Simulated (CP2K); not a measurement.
# CdTe (F-43m) in CP2K: further runs

The runs below take CdTe through single point, equation of state, with LDA.

Everything below comes from runs of CP2K 2026.2. Logs are shortened: lines on timing, memory, paths and dates and some standing lists are left out, and cuts for length are marked.

**Experimental background.**

From “Multiscale insight into the Cd1-xZnxTe vibrational-mechanical properties -- High-pressure experiments and ab initio calculations”, 2023, arxiv:2306.14539, for a powder of CdTe: bulk modulus 42 ± 2 GPa.

How close the calculation comes is told below.

### 1 The crystal as given

The structure is cubic, space group F-43m (No. 216). Conventional cell: a = 6.410 Å, b = 6.410 Å, c = 6.410 Å, α = 90.00°, β = 90.00°, γ = 90.00°. Te (site symmetry -43m) is surrounded by 4 Cd at 2.78 Å. Cd (site symmetry -43m) is surrounded by 4 Te at 2.78 Å.

### 2 Single point, LDA, 32.92 Å³/atom

cdte_eos.inp

```
&GLOBAL
  PROJECT cdte_eos
  RUN_TYPE ENERGY_FORCE
  PRINT_LEVEL LOW
&END GLOBAL
&FORCE_EVAL
  METHOD QS
  STRESS_TENSOR ANALYTICAL
  &DFT
    BASIS_SET_FILE_NAME BASIS_MOLOPT_UZH
    POTENTIAL_FILE_NAME GTH_POTENTIALS
    &MGRID
      CUTOFF 450
      REL_CUTOFF 60
      NGRIDS 4
    &END MGRID
    &QS
      METHOD GPW
      EPS_DEFAULT 1.0E-9
    &END QS
    &KPOINTS
      SCHEME MONKHORST-PACK 7 7 7
      GAMMA_CENTERED T
      SYMMETRY T
      SYMMETRY_BACKEND SPGLIB
    &END KPOINTS
    &SCF
      SCF_GUESS ATOMIC
      EPS_SCF 1.0E-6
      MAX_SCF 100
      ADDED_MOS 10
      CHOLESKY OFF
      EPS_EIGVAL 1.0E-7
      &DIAGONALIZATION ON
        ALGORITHM STANDARD
      &END DIAGONALIZATION
      &MIXING ON
        METHOD BROYDEN_MIXING
        ALPHA 0.4
        BETA 1.5
        NBUFFER 8
      &END MIXING
      &SMEAR ON
        METHOD FERMI_DIRAC
        ELECTRONIC_TEMPERATURE [K] 580.226
      &END SMEAR
    &END SCF
    &XC
      &XC_FUNCTIONAL
        &LDA_X
        &END LDA_X
        &LDA_C_PW
        &END LDA_C_PW
      &END XC_FUNCTIONAL
    &END XC
    &PRINT
      &KPOINTS ON
      &END KPOINTS
      &MULLIKEN ON
      &END MULLIKEN
      &MO ON
        ENERGIES T
        OCCUPATION_NUMBERS T
        &EACH
          QS_SCF 0
        &END EACH
        ADD_LAST NUMERIC
      &END MO
    &END PRINT
  &END DFT
  &SUBSYS
    &CELL
      A 4.5325544674 0.0000000000 0.0000000000
      B 2.2662772337 3.9253073128 0.0000000000
      C 2.2662772337 1.3084357709 3.7008152255
      PERIODIC XYZ
    &END CELL
    &COORD
      SCALED
      Te  0.7500000000 0.7500000000 0.7500000000
      Cd  0.0000000000 0.0000000000 0.0000000000
    &END COORD
    &KIND Te
      BASIS_SET TZVP-MOLOPT-PBE-GTH-q6
      POTENTIAL GTH-PADE-q6
    &END KIND
    &KIND Cd
      BASIS_SET TZVP-MOLOPT-PBE-GTH-q12
      POTENTIAL GTH-PADE-q12
    &END KIND
    &PRINT
      &ATOMIC_COORDINATES ON
      &END ATOMIC_COORDINATES
      &CELL ON
      &END CELL
    &END PRINT
  &END SUBSYS
  &PRINT
    &FORCES ON
    &END FORCES
    &STRESS_TENSOR ON
    &END STRESS_TENSOR
  &END PRINT
&END FORCE_EVAL
```

Potentials or basis: GTH_POTENTIALS Te GTH-PADE-q6, Cd GTH-PADE-q12; TZVP-MOLOPT-PBE-GTH basis.

On the command line:

```
> OMP_NUM_THREADS=2 cp2k.psmp -i cdte_eos.inp -o cdte_eos.out
```

cdte_eos.out:

```text

 CP2K| version string:                                       CP2K version 2026.2
 CP2K| Input file name                                              cdte_eos.inp

 GLOBAL| Force Environment number                                              1
 GLOBAL| Basis set file name                                    BASIS_MOLOPT_UZH
 GLOBAL| Potential file name                                      GTH_POTENTIALS
 GLOBAL| MM Potential file name                                     MM_POTENTIAL
 GLOBAL| Coordinate file name                                      __STD_INPUT__
 GLOBAL| Method name                                                        CP2K
 GLOBAL| Project name                                                   cdte_eos
 GLOBAL| Run type                                                   ENERGY_FORCE
 GLOBAL| FFT library                                                       FFTW3
[... 5 lines left out ...]
 GLOBAL| Global print level                                                  LOW
 GLOBAL| Total number of message passing processes                             1
 GLOBAL| Number of threads for this process                                    2
 GLOBAL| CPU model name                                                  UNKNOWN

 CELL| Volume [angstrom^3]:                                            65.843680
 CELL| Vector a [angstrom]:       4.533     0.000     0.000   |a| =     4.532554
 CELL| Vector b [angstrom]:       2.266     3.925     0.000   |b| =     4.532554
 CELL| Vector c [angstrom]:       2.266     1.308     3.701   |c| =     4.532554
 CELL| Angle (b,c), alpha [degree]:                                    60.000000
 CELL| Angle (a,c), beta  [degree]:                                    60.000000
 CELL| Angle (a,b), gamma [degree]:                                    60.000000
 CELL| Numerically orthorhombic:                                              NO
 CELL| Periodicity                                                           XYZ

 CELL_REF| Volume [angstrom^3]:                                        65.843680
 CELL_REF| Vector a [angstrom     4.533     0.000     0.000   |a| =     4.532554
 CELL_REF| Vector b [angstrom     2.266     3.925     0.000   |b| =     4.532554
 CELL_REF| Vector c [angstrom     2.266     1.308     3.701   |c| =     4.532554
 CELL_REF| Angle (b,c), alpha [degree]:                                60.000000
 CELL_REF| Angle (a,c), beta  [degree]:                                60.000000
 CELL_REF| Angle (a,b), gamma [degree]:                                60.000000
 CELL_REF| Numerically orthorhombic:                                          NO
 CELL_REF| Periodicity                                                       XYZ
[... 12 lines left out ...]
                             - Atoms:                                          2
                             - Shell sets:                                     2
                             - Shells:                                        17
                             - Primitive Cartesian functions:                  9
                             - Cartesian basis functions:                     58
                             - Spherical basis functions:                     51

  Maximum angular momentum of- Orbital basis functions:                        3
                             - Local part of the GTH pseudopotential:          0
                             - Non-local part of the GTH pseudopotential:      4
[... 83 lines left out ...]
     5 Broy./Diag. 0.40E+00    1.1     0.00105564       -54.3321863914 -3.37E-02
     6 Broy./Diag. 0.40E+00    1.1     0.00106305       -54.3433408407 -1.12E-02
     7 Broy./Diag. 0.40E+00    1.2     0.00058249       -54.3354408156  7.90E-03
     8 Broy./Diag. 0.40E+00    1.2     0.00047867       -54.3307411057  4.70E-03
     9 Broy./Diag. 0.40E+00    1.2     0.00009018       -54.3307595172 -1.84E-05
    10 Broy./Diag. 0.40E+00    1.2     0.00002316       -54.3310731515 -3.14E-04
    11 Broy./Diag. 0.40E+00    1.2     0.00001480       -54.3311106226 -3.75E-05
    12 Broy./Diag. 0.40E+00    1.2     0.00000440       -54.3311513562 -4.07E-05
    13 Broy./Diag. 0.40E+00    1.2     0.00000499       -54.3311683867 -1.70E-05
    14 Broy./Diag. 0.40E+00    1.2     0.00000037       -54.3311871040 -1.87E-05

  *** SCF run converged in    14 steps ***

  Electronic density on regular grids:        -17.9999999828        0.0000000172
  Core density on regular grids:               17.9999999721       -0.0000000279
  Total charge density on r-space grids:       -0.0000000107
  Total charge density g-space grids:          -0.0000000107

  Overlap energy of the core charge distribution:               0.00000000238375
  Self energy of the core charge distribution:                -91.51913244584948
  Core Hamiltonian energy:                                     27.38979068264111
  Hartree energy:                                              18.11609179119855
  Exchange-correlation energy:                                 -8.31793667923743
  Electronic entropic energy:                                  -0.00000045508867
  Fermi energy:                                                 0.12805919127481

  Total energy:                                               -54.33118710395614
  Total energy (extrapolated to T->0):                        -54.33118687641181

 MO| EIGENVALUES AND OCCUPATION NUMBERS FOR K POINT 1
 MO|
 MO|  Index      Eigenvalue [a.u.]        Eigenvalue [eV]             Occupation
 MO|      1              -0.291458              -7.930967               2.000000
 MO|      2              -0.191769              -5.218295               2.000000
 MO|      3              -0.191769              -5.218293               2.000000
 MO|      4              -0.183041              -4.980808               2.000000
 MO|      5              -0.183041              -4.980805               2.000000
 MO|      6              -0.172353              -4.689953               2.000000
[... 342 lines left out ...]
 MO|     18               0.695164              18.916373               0.000000
 MO|     19               0.695191              18.917117               0.000000
 MO| Sum:                                                              18.000000
 MO| E(Fermi):            0.128059 a.u.          3.484668 eV

 [... the levels of further k-points ...]

 !-----------------------------------------------------------------------------!
                     Mulliken Population Analysis

 #  Atom  Element  Kind  Atomic population                           Net charge
       1     Te       1          6.281026                             -0.281026
       2     Cd       2         11.718974                              0.281026
 # Total charge                             18.000000                  0.000000

 !-----------------------------------------------------------------------------!

 ENERGY| Total FORCE_EVAL ( QS ) energy [hartree]            -54.331185012806877

 FORCES| Atomic forces [hartree/bohr]
 FORCES|   Atom     x               y               z               |f|
 FORCES|      1 -1.93145750E-08  9.36609823E-08 -2.23057414E-06   2.23262321E-06
 FORCES|      2  1.92516546E-08 -9.36977323E-08  2.23054834E-06   2.23259844E-06
 FORCES| Sum    -6.29204733E-11 -3.67500181E-11 -2.57943694E-11
 FORCES| Total atomic force                                       7.72974727E-11

 STRESS| Analytical stress tensor [bar]
 STRESS|                        x                   y                   z
 STRESS|      x        5.32819775723E+03   5.68439754709E-02  -7.42782549249E-03
 STRESS|      y        5.68439754709E-02   5.31773010960E+03   2.65471740390E-01
 STRESS|      z       -7.42782549249E-03   2.65471740390E-01   5.32549470614E+03
 STRESS| 1/3 Trace                                             5.32380752433E+03
 STRESS| Determinant                                           1.50892128022E+11

 STRESS| Eigenvectors and eigenvalues of the analytical stress tensor [bar]
 STRESS|                        1                   2                   3
 STRESS| Eigenvalues   5.31772073289E+03   5.32550376089E+03   5.32819807920E+03
 STRESS|      x          -0.005446541319      0.002035094003      0.999983096647
 STRESS|      y           0.999402438313      0.034145096442      0.005373889031
 STRESS|      z          -0.034133582907      0.999414814169     -0.002219850587
```

It took 20 s on 2 threads of Arm Neoverse N1, shared host; peak memory 0.31 GiB.

What came out:

```yaml
Free_energy: -1478.4267 eV
Pressure: 0.5 GPa
Band_gap_on_the_k_mesh: 0.65 eV, direct
Mulliken_charges: Te -0.28; Cd +0.28 e
```

Caveat: Mulliken charges move with the basis; spin-orbit coupling is left out, which moves the levels of the heavy elements; the basis of atomic orbitals isn't converged, which shifts pressures, moduli and gaps.

### 3 Single point, LDA, 32.26 Å³/atom (volume scaled by 0.98)

Changes to cdte_eos.inp since step 2:

```diff
@@ -11,2 +11,3 @@
     POTENTIAL_FILE_NAME GTH_POTENTIALS
+    WFN_RESTART_FILE_NAME previous-RESTART.kp
     &MGRID
@@ -27,3 +28,3 @@
     &SCF
-      SCF_GUESS ATOMIC
+      SCF_GUESS RESTART
       EPS_SCF 1.0E-6
@@ -72,5 +73,5 @@
     &CELL
-      A 4.5325544674 0.0000000000 0.0000000000
-      B 2.2662772337 3.9253073128 0.0000000000
-      C 2.2662772337 1.3084357709 3.7008152255
+      A 4.5021337222 0.0000000000 0.0000000000
+      B 2.2510668611 3.8989621746 0.0000000000
+      C 2.2510668611 1.2996540582 3.6759767910
       PERIODIC XYZ
```

Potentials or basis: GTH_POTENTIALS Te GTH-PADE-q6, Cd GTH-PADE-q12; TZVP-MOLOPT-PBE-GTH basis.

On the command line:

```
> OMP_NUM_THREADS=2 cp2k.psmp -i cdte_eos.inp -o cdte_eos.out
```

It took 16 s on 2 threads of Arm Neoverse N1, shared host; peak memory 0.31 GiB.

Results (log left out):

| Property | Result |
| --- | --- |
| Free energy | -1478.4182 eV |
| Pressure | 1.6 GPa |
| Band gap on the k mesh | 0.71 eV, direct |
| Mulliken charges | Te -0.26; Cd +0.26 e |

Caveat: Mulliken charges move with the basis; spin-orbit coupling is left out, which moves the levels of the heavy elements; the basis of atomic orbitals isn't converged, which shifts pressures, moduli and gaps.

### 4 Single point, LDA, 33.58 Å³/atom (volume scaled by 1.02)

Changes to cdte_eos.inp since step 3:

```diff
@@ -73,5 +73,5 @@
     &CELL
-      A 4.5021337222 0.0000000000 0.0000000000
-      B 2.2510668611 3.8989621746 0.0000000000
-      C 2.2510668611 1.2996540582 3.6759767910
+      A 4.5625722592 0.0000000000 0.0000000000
+      B 2.2812861296 3.9513034831 0.0000000000
+      C 2.2812861296 1.3171011610 3.7253246499
       PERIODIC XYZ
```

On the command line:

```
> OMP_NUM_THREADS=2 cp2k.psmp -i cdte_eos.inp -o cdte_eos.out
```

Run time: 15 s. Hardware: 2 threads of Arm Neoverse N1, shared host; peak memory 0.31 GiB.

Results (log left out):

```yaml
Free_energy: -1478.4272 eV
Pressure: -0.4 GPa
Band_gap_on_the_k_mesh: 0.59 eV, direct
Mulliken_charges: Te -0.30; Cd +0.30 e
```

Caveat: Mulliken charges move with the basis; spin-orbit coupling is left out, which moves the levels of the heavy elements; the basis of atomic orbitals isn't converged, which shifts pressures, moduli and gaps.

### 5 Single point, LDA, 31.60 Å³/atom (volume scaled by 0.96)

Changes to cdte_eos.inp since step 4:

```diff
@@ -73,5 +73,5 @@
     &CELL
-      A 4.5625722592 0.0000000000 0.0000000000
-      B 2.2812861296 3.9513034831 0.0000000000
-      C 2.2812861296 1.3171011610 3.7253246499
+      A 4.4712962220 0.0000000000 0.0000000000
+      B 2.2356481110 3.8722561161 0.0000000000
+      C 2.2356481110 1.2907520387 3.6507980776
       PERIODIC XYZ
```

On the command line:

```
> OMP_NUM_THREADS=2 cp2k.psmp -i cdte_eos.inp -o cdte_eos.out
```

It took 18 s on 2 threads of Arm Neoverse N1, shared host; peak memory 0.31 GiB.

Results (log left out):

```
Free energy            : -1478.4006 eV
Pressure               : 2.7 GPa
Band gap on the k mesh : 0.78 eV, direct
Mulliken charges       : Te -0.24; Cd +0.24 e
```

Caveat: Mulliken charges move with the basis; spin-orbit coupling is left out, which moves the levels of the heavy elements; the basis of atomic orbitals isn't converged, which shifts pressures, moduli and gaps.

### 6 Single point, LDA, 34.24 Å³/atom (volume scaled by 1.04)

Changes to cdte_eos.inp since step 5:

```diff
@@ -73,5 +73,5 @@
     &CELL
-      A 4.4712962220 0.0000000000 0.0000000000
-      B 2.2356481110 3.8722561161 0.0000000000
-      C 2.2356481110 1.2907520387 3.6507980776
+      A 4.5922001820 0.0000000000 0.0000000000
+      B 2.2961000910 3.9769620168 0.0000000000
+      C 2.2961000910 1.3256540056 3.7495157475
       PERIODIC XYZ
```

Potentials or basis: GTH_POTENTIALS Te GTH-PADE-q6, Cd GTH-PADE-q12; TZVP-MOLOPT-PBE-GTH basis.

On the command line:

```
> OMP_NUM_THREADS=2 cp2k.psmp -i cdte_eos.inp -o cdte_eos.out
```

Run time: 17 s. Hardware: 2 threads of Arm Neoverse N1, shared host; peak memory 0.3 GiB.

It converged, with:

| Property | Result |
| --- | --- |
| Free energy | -1478.4206 eV |
| Pressure | -1.2 GPa |
| Band gap on the k mesh | 0.53 eV, direct |
| Mulliken charges | Te -0.31; Cd +0.31 e |

Caveat: Mulliken charges move with the basis; spin-orbit coupling is left out, which moves the levels of the heavy elements; the basis of atomic orbitals isn't converged, which shifts pressures, moduli and gaps.

### 7 Single point, LDA, 30.95 Å³/atom (volume scaled by 0.94)

Changes to cdte_eos.inp since step 6:

```diff
@@ -73,5 +73,5 @@
     &CELL
-      A 4.5922001820 0.0000000000 0.0000000000
-      B 2.2961000910 3.9769620168 0.0000000000
-      C 2.2961000910 1.3256540056 3.7495157475
+      A 4.4400273933 0.0000000000 0.0000000000
+      B 2.2200136966 3.8451765161 0.0000000000
+      C 2.2200136966 1.2817255053 3.6252671858
       PERIODIC XYZ
```

On the command line:

```
> OMP_NUM_THREADS=2 cp2k.psmp -i cdte_eos.inp -o cdte_eos.out
```

Wall time 18 s (2 threads of Arm Neoverse N1, shared host); peak memory 0.3 GiB.

Results (log left out):

- Free energy: -1478.3729 eV
- Pressure: 4.0 GPa
- Band gap on the k mesh: 0.85 eV, direct
- Mulliken charges: Te -0.22; Cd +0.22 e

Caveat: Mulliken charges move with the basis; spin-orbit coupling is left out, which moves the levels of the heavy elements; the basis of atomic orbitals isn't converged, which shifts pressures, moduli and gaps.

### 8 Single point, LDA, 34.90 Å³/atom (volume scaled by 1.06)

Changes to cdte_eos.inp since step 7:

```diff
@@ -73,5 +73,5 @@
     &CELL
-      A 4.4400273933 0.0000000000 0.0000000000
-      B 2.2200136966 3.8451765161 0.0000000000
-      C 2.2200136966 1.2817255053 3.6252671858
+      A 4.6214506533 0.0000000000 0.0000000000
+      B 2.3107253266 4.0022936681 0.0000000000
+      C 2.3107253266 1.3340978893 3.7733986573
       PERIODIC XYZ
```

On the command line:

```
> OMP_NUM_THREADS=2 cp2k.psmp -i cdte_eos.inp -o cdte_eos.out
```

Wall time 14 s (2 threads of Arm Neoverse N1, shared host); peak memory 0.3 GiB.

Results (log left out):

- Free energy: -1478.4076 eV
- Pressure: -1.9 GPa
- Band gap on the k mesh: 0.47 eV, direct
- Mulliken charges: Te -0.33; Cd +0.33 e

Caveat: Mulliken charges move with the basis; spin-orbit coupling is left out, which moves the levels of the heavy elements; the basis of atomic orbitals isn't converged, which shifts pressures, moduli and gaps.

### 9 Equation of state, LDA

Potentials or basis: GTH_POTENTIALS Te GTH-PADE-q6, Cd GTH-PADE-q12; TZVP-MOLOPT-PBE-GTH basis.

No new run: the results of the series are fitted here.

Results:

```yaml
Equilibrium_volume: 33.29 Å³/atom
Bulk_modulus: 46 GPa
Pressure_derivative_of_the_bulk_modulus: 4.8
```

Energy against volume, from the lowest point:
| volume (Å³/atom) | energy (meV/atom) |
| --- | --- |
| 30.947 | 27.18 |
| 31.605 | 13.34 |
| 32.263 | 4.53 |
| 32.922 | 0.25 |
| 33.580 | 0.00 |
| 34.239 | 3.31 |
| 34.897 | 9.83 |

Caveat: the basis of atomic orbitals isn't converged, which shifts pressures, moduli and gaps.

### 10 How close it comes

Step 9. Against the measured bulk modulus of CdTe, 42 GPa (powder; quoted in “Multiscale insight into the Cd1-xZnxTe vibrational-mechanical properties -- High-pressure experiments and ab initio calculations”, 2023, arxiv:2306.14539), the calculated 46 GPa is off by +10.3 %. The fit is for a static lattice scaled at fixed shape and fixed fractional positions.
